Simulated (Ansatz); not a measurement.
# Dielectric response of RbBr (001) films, part 2 of 5

Aim: the electronic and static ε of rocksalt RbBr (001) from films of several thicknesses in a field.

Ansatz 0.2.0; plane-wave DFT, PBE, Ansatz PAW (set soft_1); PAW set soft_1 (the session's first sound run).

So far. Step 2 (Relaxing the film, 6 atoms, units 3): The gap is 4.25 eV, with the valence edge 5.81 eV and the conduction edge 1.56 eV under the upper vacuum level.

**3. Single point on the relaxed film, 6 atoms, units 3**

The film was relaxed beforehand; a single point on the relaxed positions gives its levels and potential.

input.yaml

```yaml
crystal:
  lattice:
    - [4.87196572, 0.0, 0.0]
    - [0.0, 4.87196572, 0.0]
    - [0.0, 0.0, 24.89]
  atoms:
    - { symbol: Rb, position: [0.5, 0.5, 0.3600700039] }
    - { symbol: Br, position: [0.0, 0.0, 0.3583068554] }
    - { symbol: Rb, position: [0.0, 0.0, 0.500000002] }
    - { symbol: Br, position: [0.5, 0.5, 0.499999997] }
    - { symbol: Rb, position: [0.5, 0.5, 0.6399299979] }
    - { symbol: Br, position: [0.0, 0.0, 0.6416931437] }
kpoints:
  mp_grid: { grid: [6, 6, 1] }
hamiltonian:
  xc: pbe
  pseudopotentials: { kind: paw, azcp: { folder: soft_1 } }
scf:
  occupations: { method: fixed }
  convergence: { dr2_threshold: 1.0e-09 }
efield:
  axis: 3
  dipole_correction: true
  ramp_position: 0.97
  ramp_width: 0.06
output:
  eigenvalues: true
  write_potential: true
  write_density: true
  volumetric_format: npy
```

Command:

```sh
$ ansatz run input.yaml --threads 4 --pin off --max-ram 8192MiB --backend cpu --events-out ev --progress --plain --runs-dir out
```

Numbers of over 12 decimals in the logs are rounded to 6 here.

What it wrote:

```text
[...]
Crystal: 6 atoms, lattice volume = 590.790 Å³
Basis set: ecut = 420 eV, 11543 PW (Γ)
Bands: 30, of which v1, the nominal top of the filled ones, is band 24 counted from 1 (23 counted from 0)
Symmetry: 8 space group operations
k-points: 10 of 36
[...]
SCF iter   1: F=—  HF=-18163.128257 eV  |F-HF|=—  |Δ(HF+E_count)|=         —  Δρ=1.29e-2  dr2=3.24e0  ethr=3.10e-3  p=0.000 e·Å  D=2.13e-14 V/Å  ΔV_dip=-0.00 eV  dr2_dipole=1.30e-8  V_vac-E_F(+/−)=8.74/8.74 eV  ⟨swp⟩=5.6  Hψ=1164  notcnv=0  defer=31
[...]
SCF iter   9: F=-18162.029734 eV  HF=-18162.029734 eV  |F-HF|=1.46e-10  |Δ(HF+E_count)|=   1.14e-8  Δρ=2.29e-7  dr2=2.92e-10  ethr=2.08e-12  p=-0.000 e·Å  D=-8.58e-8 V/Å  ΔV_dip=0.00 eV  dr2_dipole=2.64e-13  V_vac-E_F(+/−)=5.81/5.81 eV  ⟨swp⟩=13.9  Hψ=1551  notcnv=0
SCF 1 converged in 9 iterations: F = -18162.029734 eV  dr2 = 2.92e-10
[...]
SCF converged after 9 iterations
Free energy (F): -18162.029734 eV
[...]
Internal energy: -18162.029734 eV  (E = F + TS)
E sigma→0 (E₀):  -18162.029734 eV
Fermi energy:    -2.885608 eV
Dipole field:    D = 0.000000 V/Å  (p = 0.000001 e·Å, saw-weighted, corrected)
Work function:   Φ+ = 5.8146 eV   Φ− = 5.8146 eV
[...]
--- Band table (eV; the first three rows and the last of 10) ---
  k-point 0: bands = [... 20 lower, -2.9062, -2.9062, -2.8856, -2.8856, 1.3667, 1.8451, 2.5879, 2.8362, ... 2 higher]
  k-point 1: bands = [... 20 lower, -3.0767, -2.9852, -2.9704, -2.9540, 1.7196, 2.1051, 2.8073, 3.1623, ... 2 higher]
  k-point 2: bands = [... 20 lower, -3.1068, -3.0937, -3.0845, -3.0213, 2.4942, 2.7004, 3.3491, 3.8262, ... 2 higher]
  k-point 9: bands = [... 20 lower, -3.1022, -3.1022, -3.0792, -2.9430, 2.9682, 2.9682, 3.8310, 3.8310, ... 2 higher]
```

Run time: 5.8 s. Hardware: 4 threads of Arm Neoverse V1, shared host; peak memory 0.82 GiB; 22 s of CPU time.

This step gave:

| Property | Result |
| --- | --- |
| dipole along the normal | 1.03e-6 e·Å |

Running mean over 3.445 Å of the planar mean; the ramp of the sawtooth is left out. Electron's electrostatic potential energy less the highest filled level against z:

```
z (Å)  electron's electrostatic potential energy less the highest filled level (eV)
    4                                                                          5.81
    5                                                                          5.81
    6                                                                          5.71
    7                                                                          3.95
    8                                                                         0.503
    9                                                                         0.149
   10                                                                         0.221
   11                                                                         0.332
   12                                                                         0.130
   13                                                                         0.135
   14                                                                         0.359
   15                                                                         0.195
   16                                                                         0.155
   17                                                                         0.651
   18                                                                          4.38
   19                                                                          5.74
   20                                                                          5.81
   21                                                                          5.81
```

The gap is 4.25 eV, with the valence edge 5.81 eV and the conduction edge 1.56 eV under the upper vacuum level.

**4. Atoms held, 6 atoms, units 3, field 0.1 V/Å**

A sawtooth potential applies the field, turning back in the middle of the vacuum. With the dipole correction the typed value is the field outside the slab. The induced dipole is small, so the SCF threshold is tight.

input.yaml, as its differences from that of step 3:

```diff
@@ -19,3 +19,3 @@
   occupations: { method: fixed }
-  convergence: { dr2_threshold: 1.0e-09 }
+  convergence: { dr2_threshold: 1.0e-10 }
 efield:
@@ -25,4 +25,4 @@
   ramp_width: 0.06
+  amplitude: 0.1
 output:
-  eigenvalues: true
   write_potential: true
```

What it wrote:

```text
[...]
Crystal: 6 atoms, lattice volume = 590.790 Å³
Basis set: ecut = 420 eV, 11543 PW (Γ)
Bands: 30, of which v1, the nominal top of the filled ones, is band 24 counted from 1 (23 counted from 0)
Symmetry: 8 space group operations
k-points: 10 of 36
[...]
SCF iter   1: F=—  HF=-18163.135331 eV  |F-HF|=—  |Δ(HF+E_count)|=         —  Δρ=1.29e-2  dr2=3.24e0  ethr=3.10e-3  p=0.133 e·Å  D=4.07e-2 V/Å  ΔV_dip=-1.01 eV  dr2_dipole=2.01e-3  V_vac-E_F(+/−)=9.33/8.08 eV  ⟨swp⟩=5.7  Hψ=1172  notcnv=0  defer=29
[...]
SCF iter  10: F=-18162.033973 eV  HF=-18162.033973 eV  |F-HF|=1.31e-10  |Δ(HF+E_count)|=   1.82e-9  Δρ=1.54e-7  dr2=8.21e-11  ethr=1.00e-12  p=0.085 e·Å  D=2.60e-2 V/Å  ΔV_dip=-0.65 eV  dr2_dipole=8.01e-14  V_vac-E_F(+/−)=6.46/4.84 eV  ⟨swp⟩=15.5  Hψ=1633  notcnv=0
SCF 1 converged in 10 iterations: F = -18162.033973 eV  dr2 = 8.21e-11
[...]
SCF converged after 10 iterations
[...]
Free energy (F): -18162.033973 eV
[...]
Internal energy: -18162.033973 eV  (E = F + TS)
E sigma→0 (E₀):  -18162.033973 eV
Fermi energy:    -2.758783 eV
Dipole field:    D = 0.025967 V/Å  (p = 0.084780 e·Å, saw-weighted, corrected)
Work function:   not extracted (applied field tilts the vacuum); planar V_es + V_field profile in the machine report
[...]
--- Band table (eV; the first three rows and the last of 10) ---
  k-point 0: bands = [... 20 lower, -3.0236, -2.9299, -2.7588, -2.7588, 1.2984, 1.8591, 2.4840, 2.8152, ... 2 higher]
  k-point 1: bands = [... 20 lower, -3.0923, -2.9495, -2.9149, -2.8244, 1.6236, 2.1411, 2.7150, 3.1193, ... 2 higher]
  k-point 2: bands = [... 20 lower, -3.2255, -3.1736, -2.9502, -2.9276, 2.3172, 2.8220, 3.2945, 3.6398, ... 2 higher]
  k-point 9: bands = [... 20 lower, -3.1681, -2.9985, -2.9985, -2.8557, 2.9523, 2.9523, 3.7810, 3.8252, ... 2 higher]
```

It took 6.1 s on 4 threads; peak memory 0.79 GiB; 23 s of CPU time.

Numbers from this step:

* gap on the k-mesh: 4.057 eV
* dipole along the normal: 0.08478 e·Å

The dipole is 0.0848 e·Å, and the gap on the mesh 4.057 eV.

**5. Atoms held, 6 atoms, units 3, field -0.1 V/Å**

input.yaml, as its differences from that of step 4:

```diff
@@ -25,3 +25,3 @@
   ramp_width: 0.06
-  amplitude: 0.1
+  amplitude: -0.1
 output:
```

What it wrote:

```text
[...]
Crystal: 6 atoms, lattice volume = 590.790 Å³
Basis set: ecut = 420 eV, 11543 PW (Γ)
Bands: 30, of which v1, the nominal top of the filled ones, is band 24 counted from 1 (23 counted from 0)
Symmetry: 8 space group operations
k-points: 10 of 36
[...]
k-point 0: bands = [... 20 lower, -3.0236, -2.9299, -2.7588, -2.7588, 1.2984, 1.8591, 2.4840, 2.8152, ... 2 higher]
  k-point 1: bands = [... 20 lower, -3.0923, -2.9495, -2.9149, -2.8244, 1.6236, 2.1411, 2.7150, 3.1193, ... 2 higher]
  k-point 2: bands = [... 20 lower, -3.2255, -3.1736, -2.9502, -2.9276, 2.3172, 2.8220, 3.2945, 3.6398, ... 2 higher]
  k-point 9: bands = [... 20 lower, -3.1681, -2.9985, -2.9985, -2.8557, 2.9523, 2.9523, 3.7810, 3.8252, ... 2 higher]
[key lines of the parts left out:]
SCF converged after 10 iterations
Free energy (F): -18162.033973 eV
Fermi energy:    -2.758783 eV
Dipole field:    D = -0.025967 V/Å  (p = -0.084780 e·Å, saw-weighted, corrected)
```

Run time: 6.2 s. Hardware: 4 threads; peak memory 0.8 GiB.

The dipole is -0.0848 e·Å, and the gap on the mesh 4.057 eV.

**6. Response with the atoms held, 6 atoms, units 3**

This step: plane-wave DFT, PBE, Ansatz PAW (set soft_1); response to a field along the normal, atoms held; PAW set soft_1 (Ansatz 0.2.0).

The two fields give this film's response with the atoms held: the electronic part.

This step gave:

```yaml
equivalent_conductor_thickness_p_eps_0ae: 6.463 Å
distance_between_the_outer_atoms: 7.053 Å
thickness: 10.34 Å
```

Local field over the applied field, running mean. From the potentials at -0.1 and 0.1 V/Å; running mean over 3.445 Å, taken twice. The local field over applied field by z:

```
z (Å)  local field over applied field
  4.5                           0.983
  5.0                           0.961
  5.5                           0.923
  6.0                           0.868
  6.5                           0.797
  7.0                           0.716
  7.5                           0.634
  8.0                           0.557
  8.5                           0.493
  9.0                           0.446
  9.5                           0.416
 10.0                           0.402
 10.5                           0.397
 11.0                           0.396
 11.5                           0.397
 12.0                           0.397
 12.5                           0.397
 13.0                           0.397
 13.5                           0.397
 14.0                           0.396
 14.5                           0.398
 15.0                           0.404
 15.5                           0.421
 16.0                           0.455
 16.5                           0.506
 17.0                           0.573
 17.5                           0.652
 18.0                           0.735
 18.5                           0.813
 19.0                           0.881
 19.5                           0.933
 20.0                           0.967
 20.5                           0.986
```

Electrons, planar mean, per unit field. The induced electron density by z:

```csv
z (Å),induced electron density (e/Å³ per V/Å)
4.5,9.7e-6
5.0,2.8e-5
5.5,8.1e-5
6.0,2.2e-4
6.5,5.4e-4
7.0,0.00127
7.5,0.00254
8.0,0.00337
8.5,0.00129
9.0,6.0e-6
9.5,-0.00198
10.0,-0.00295
10.5,-9.6e-4
11.0,0.00141
11.5,0.00308
12.0,0.00134
12.5,-6.1e-5
13.0,-0.00198
13.5,-0.00290
14.0,-9.0e-4
14.5,0.00147
15.0,0.00310
15.5,0.00134
16.0,-1.2e-4
16.5,-0.00188
17.0,-0.00339
17.5,-0.00223
18.0,-0.00106
18.5,-4.5e-4
19.0,-1.8e-4
19.5,-6.4e-5
20.0,-2.3e-5
20.5,-7.5e-6
```

By hand: between -0.1 and 0.1 V/Å the dipole changes by 0.1696 e·Å, a slope of 0.8478 e·Å²/V. A perfect conductor of thickness t has p = ε₀AEt, so t = 180.95 × 0.8478 / 23.736 = 6.46 Å (e/ε₀ = 180.95 V·Å, A in Å²).

The induced dipole is that of a conductor 6.46 Å thick.

**7. Field on, atoms free, 6 atoms, field 0.05 V/Å**

This step: plane-wave DFT, PBE, Ansatz PAW (set soft_1); PAW set soft_1 (Ansatz 0.2.0).

Now the atoms may follow the field. A weak field makes forces of meV/Å to tens of meV/Å, so the force tolerance is set well below the usual one.

input.yaml, as its differences from that of step 5:

```diff
@@ -25,3 +25,6 @@
   ramp_width: 0.06
-  amplitude: -0.1
+  amplitude: 0.05
+relax:
+  f_tol: 0.0006
+  max_steps: 70
 output:
```

What it wrote:

```text
[...]
Crystal: 6 atoms, lattice volume = 590.790 Å³
Basis set: ecut = 420 eV, 11543 PW (Γ), exchange–correlation on 72×72×360 points (8 copies of the dense FFT grid, shifted against one another)
Bands: 30, of which v1, the nominal top of the filled ones, is band 24 counted from 1 (23 counted from 0)
Symmetry: 8 space group operations
k-points: 10 of 36
[...]
SCF iter   1: F=—  HF=-18163.129651 eV  |F-HF|=—  |Δ(HF+E_count)|=         —  Δρ=1.29e-2  dr2=3.24e0  ethr=3.10e-3  p=0.066 e·Å  D=2.04e-2 V/Å  ΔV_dip=-0.51 eV  dr2_dipole=4.98e-4  V_vac-E_F(+/−)=9.04/8.41 eV  ⟨swp⟩=5.7  Hψ=1168  notcnv=0  defer=31
[...]
SCF iter  10: F=-18162.030782 eV  HF=-18162.030782 eV  |F-HF|=2.40e-10  |Δ(HF+E_count)|=   1.51e-9  Δρ=1.50e-7  dr2=7.71e-11  ethr=1.00e-12  p=0.042 e·Å  D=1.30e-2 V/Å  ΔV_dip=-0.32 eV  dr2_dipole=2.55e-14  V_vac-E_F(+/−)=6.14/5.33 eV  ⟨swp⟩=7.7  Hψ=1766  notcnv=0
SCF 1 converged in 10 iterations: F = -18162.030782 eV  dr2 = 7.71e-11
[...]
relax step   1: F+E_penalty+E_count = -18162.03078191 eV  Δ(F+E_penalty+E_count) = +0.000e0 eV  max|allowed force component| = 2.307e-2 eV/Å  Δτ_max = 0.0000 Å  (10 SCF iters, accepted)
[...]
SCF iter   7: F=-18162.031285 eV  HF=-18162.031285 eV  |F-HF|=1.02e-10  |Δ(HF+E_count)|=  8.00e-10  Δρ=1.23e-7  dr2=5.84e-11  ethr=1.00e-12  p=0.058 e·Å  D=1.76e-2 V/Å  ΔV_dip=-0.44 eV  dr2_dipole=5.42e-14  V_vac-E_F(+/−)=6.11/5.42 eV  ⟨swp⟩=7.0  Hψ=1707  notcnv=0
SCF 2 converged in 7 iterations: F = -18162.031285 eV  dr2 = 5.84e-11
relax step   2: F+E_penalty+E_count = -18162.03128456 eV  Δ(F+E_penalty+E_count) = -5.027e-4 eV  max|allowed force component| = 1.145e-2 eV/Å  Δτ_max = 0.0087 Å  (7 SCF iters, accepted)
SCF iter   1: F=—  HF=-18162.031348 eV  |F-HF|=—  |Δ(HF+E_count)|=         —  Δρ=3.76e-5  dr2=8.23e-5  ethr=1.02e-6  p=0.058 e·Å  D=1.76e-2 V/Å  ΔV_dip=-0.44 eV  dr2_dipole=5.41e-5  V_vac-E_F(+/−)=6.12/5.42 eV  ⟨swp⟩=3.1  Hψ=593  notcnv=0  defer=40
[...]
SCF iter   7: F=-18162.031356 eV  HF=-18162.031356 eV  |F-HF|=7.28e-12  |Δ(HF+E_count)|=  1.75e-10  Δρ=5.82e-8  dr2=9.69e-12  ethr=1.00e-12  p=0.065 e·Å  D=2.00e-2 V/Å  ΔV_dip=-0.50 eV  dr2_dipole=2.11e-14  V_vac-E_F(+/−)=6.10/5.47 eV  ⟨swp⟩=6.0  Hψ=1490  notcnv=0
SCF 3 converged in 7 iterations: F = -18162.031356 eV  dr2 = 9.69e-12
relax step   3: F+E_penalty+E_count = -18162.03135574 eV  Δ(F+E_penalty+E_count) = -7.119e-5 eV  max|allowed force component| = 6.942e-4 eV/Å  Δτ_max = 0.0035 Å  (7 SCF iters, accepted)
SCF iter   1: F=—  HF=-18162.031307 eV  |F-HF|=—  |Δ(HF+E_count)|=         —  Δρ=3.64e-6  dr2=3.74e-7  ethr=1.07e-8  p=0.065 e·Å  D=2.00e-2 V/Å  ΔV_dip=-0.50 eV  dr2_dipole=1.08e-12  V_vac-E_F(+/−)=6.10/5.47 eV  ⟨swp⟩=2.0  Hψ=540  notcnv=0  defer=30
[...]
SCF iter   4: F=-18162.031356 eV  HF=-18162.031356 eV  |F-HF|=6.18e-11  |Δ(HF+E_count)|=   1.41e-9  Δρ=1.40e-7  dr2=8.32e-11  ethr=1.00e-12  p=0.065 e·Å  D=2.00e-2 V/Å  ΔV_dip=-0.50 eV  dr2_dipole=6.88e-14  V_vac-E_F(+/−)=6.10/5.47 eV  ⟨swp⟩=6.0  Hψ=1877  notcnv=0
SCF 4 converged in 4 iterations: F = -18162.031356 eV  dr2 = 8.32e-11
relax step   4: F+E_penalty+E_count = -18162.03135602 eV  Δ(F+E_penalty+E_count) = -2.762e-7 eV  max|allowed force component| = 1.518e-4 eV/Å  Δτ_max = 0.0004 Å  (4 SCF iters, accepted)
NSCF: frozen V_eff on 10 k-points
[...]
SCF converged after 4 iterations
[...]
Free energy (F): -18162.031356 eV
[...]
Internal energy: -18162.031356 eV  (E = F + TS)
E sigma→0 (E₀):  -18162.031356 eV
Fermi energy:    -2.873610 eV
Dipole field:    D = 0.020020 V/Å  (p = 0.065362 e·Å, saw-weighted, corrected)
Work function:   not extracted (applied field tilts the vacuum); planar V_es + V_field profile in the machine report
[...]
--- Forces (eV/Å), atoms counted from 1 ---
  atom   1  Rb     0.00000000     0.00000000    -0.00013131
  atom   2  Br     0.00000000     0.00000000    -0.00011974
  atom   3  Rb     0.00000000     0.00000000     0.00013561
  atom   4  Br     0.00000000     0.00000000     0.00015170
  atom   5  Rb     0.00000000     0.00000000    -0.00005105
  atom   6  Br    -0.00000000     0.00000000     0.00001419
  max |Σ_I F_I| component: 6.13e-7 eV/Å
--- Band table (eV; the first three rows and the last of 10) ---
  k-point 0: bands = [... 20 lower, -2.9184, -2.9184, -2.8736, -2.8736, 1.3628, 1.8439, 2.5762, 2.8358, ... 2 higher]
  k-point 1: bands = [... 20 lower, -3.0641, -2.9838, -2.9827, -2.9407, 1.7138, 2.1051, 2.7970, 3.1597, ... 2 higher]
  k-point 2: bands = [... 20 lower, -3.1110, -3.1096, -3.0687, -3.0171, 2.4789, 2.7095, 3.3434, 3.7933, ... 2 higher]
  k-point 9: bands = [... 20 lower, -3.0967, -3.0967, -3.0824, -2.9402, 2.9679, 2.9679, 3.8312, 3.8312, ... 2 higher]
--- Relaxed structure (4 steps of the walk, 4 accepted, 0 SCFs on fresh bases) ---
  F+E_penalty+E_count = -18162.03135602 eV   max|allowed force component| = 1.518e-4 eV/Å
  atoms:
    - { symbol: Rb, position: [0.5, 0.5, 0.360495] }
    - { symbol: Br, position: [0, 0.0, 0.357801] }
    - { symbol: Rb, position: [0, 0.0, 0.500121] }
    - { symbol: Br, position: [0.5, 0.5, 0.499942] }
    - { symbol: Rb, position: [0.5, 0.5, 0.640403] }
    - { symbol: Br, position: [0, 0.0, 0.641238] }
```

It took 15 s on 4 threads; peak memory 0.79 GiB; 58 s of CPU time.

The steps of the relaxation:

```
step  energy less that of the first step (eV)  largest force component (eV/Å)
   1                                   0.0000                          0.0231
   2                                  -0.0005                          0.0114
   3                                  -0.0006                          0.0007
   4                                  -0.0006                          0.0002
```

The run keeps the 8 symmetry operations that it works with, so distortions that break them were not tested.

The atoms that moved most (Å):

```
atom     dx     dy      dz  length
 Br2  0.000  0.000  -0.013   0.013
 Rb5  0.000  0.000   0.012   0.012
 Br6  0.000  0.000  -0.011   0.011
 Rb1  0.000  0.000   0.011   0.011
```

Final coordinates:

```xyz
6
Lattice="4.8720 0.0000 0.0000 0.0000 4.8720 0.0000 0.0000 0.0000 24.8900" Properties=species:S:1:pos:R:3
Rb    2.4360    2.4360    8.9727
Br    0.0000    0.0000    8.9057
Rb    0.0000    0.0000   12.4480
Br    2.4360    2.4360   12.4436
Rb    2.4360    2.4360   15.9396
Br    0.0000    0.0000   15.9604
```

This step gave:

* gap on the k-mesh: 4.236 eV
* dipole along the normal: 0.06536 e·Å

The relaxation took 4 steps and lowered the energy by 5.7e-4 eV; the largest force on the free atoms ends at 1.5e-4 eV/Å.

The dipole is 0.0654 e·Å, and the gap on the mesh 4.236 eV.

**8. Field on, atoms free, 6 atoms, field -0.05 V/Å**

The opposite sign, again from the field-free geometry; the difference of the two cancels what relaxes without a field.

input.yaml, as its differences from that of step 7:

```diff
@@ -25,3 +25,3 @@
   ramp_width: 0.06
-  amplitude: 0.05
+  amplitude: -0.05
 relax:
```

What it wrote:

```text
[...]
Crystal: 6 atoms, lattice volume = 590.790 Å³
Basis set: ecut = 420 eV, 11543 PW (Γ), exchange–correlation on 72×72×360 points (8 copies of the dense FFT grid, shifted against one another)
Bands: 30, of which v1, the nominal top of the filled ones, is band 24 counted from 1 (23 counted from 0)
Symmetry: 8 space group operations
k-points: 10 of 36
[...]
--- Relaxed structure (4 steps of the walk, 4 accepted, 0 SCFs on fresh bases) ---
  F+E_penalty+E_count = -18162.03135602 eV   max|allowed force component| = 1.518e-4 eV/Å
  atoms:
    - { symbol: Rb, position: [0.5, 0.5, 0.359597] }
    - { symbol: Br, position: [0, 0.0, 0.358762] }
    - { symbol: Rb, position: [0, 0.0, 0.499879] }
    - { symbol: Br, position: [0.5, 0.5, 0.500058] }
    - { symbol: Rb, position: [0.5, 0.5, 0.639505] }
    - { symbol: Br, position: [0, 0.0, 0.642199] }
[key lines of the parts left out:]
SCF converged after 4 iterations
Free energy (F): -18162.031356 eV
Fermi energy:    -2.873610 eV
Dipole field:    D = -0.020020 V/Å  (p = -0.065362 e·Å, saw-weighted, corrected)
```

Wall time 15 s (4 threads); peak memory 0.8 GiB; 57 s of CPU time.

Step by step:

```
step  energy less that of the first step (eV)  largest force component (eV/Å)
   1                                   0.0000                          0.0231
   2                                  -0.0005                          0.0114
   3                                  -0.0006                          0.0007
   4                                  -0.0006                          0.0002
```

The run keeps the 8 symmetry operations that it works with, so distortions that break them were not tested.

The atoms that moved most (Å):

```
atom     dx     dy      dz  length
 Br6  0.000  0.000   0.013   0.013
 Rb1  0.000  0.000  -0.012   0.012
 Br2  0.000  0.000   0.011   0.011
 Rb5  0.000  0.000  -0.011   0.011
```

Final coordinates:

```xyz
6
Lattice="4.8720 0.0000 0.0000 0.0000 4.8720 0.0000 0.0000 0.0000 24.8900" Properties=species:S:1:pos:R:3
Rb    2.4360    2.4360    8.9504
Br    0.0000    0.0000    8.9296
Rb    0.0000    0.0000   12.4420
Br    2.4360    2.4360   12.4464
Rb    2.4360    2.4360   15.9173
Br    0.0000    0.0000   15.9843
```

The relaxation took 4 steps and lowered the energy by 5.7e-4 eV; the largest force on the free atoms ends at 1.5e-4 eV/Å.

The dipole is -0.0654 e·Å, and the gap on the mesh 4.236 eV.

(Continued in part 3 of 5.)

[Logs are printed without paths, hosts, clocks, repeated set-up lines and the standing remarks that a program may print on its own settings, such as how far it seeks lower states.]

[Hosts, paths, dates, database ids (printed as entryN), source tags and the programs' standing remarks are cut or masked in the printed files.]

[Maps of the electrostatic potential energy from Ansatz leave out the sawtooth potential of an applied field or a dipole correction, so their vacuum need not be flat; planar profiles and work functions include it.]
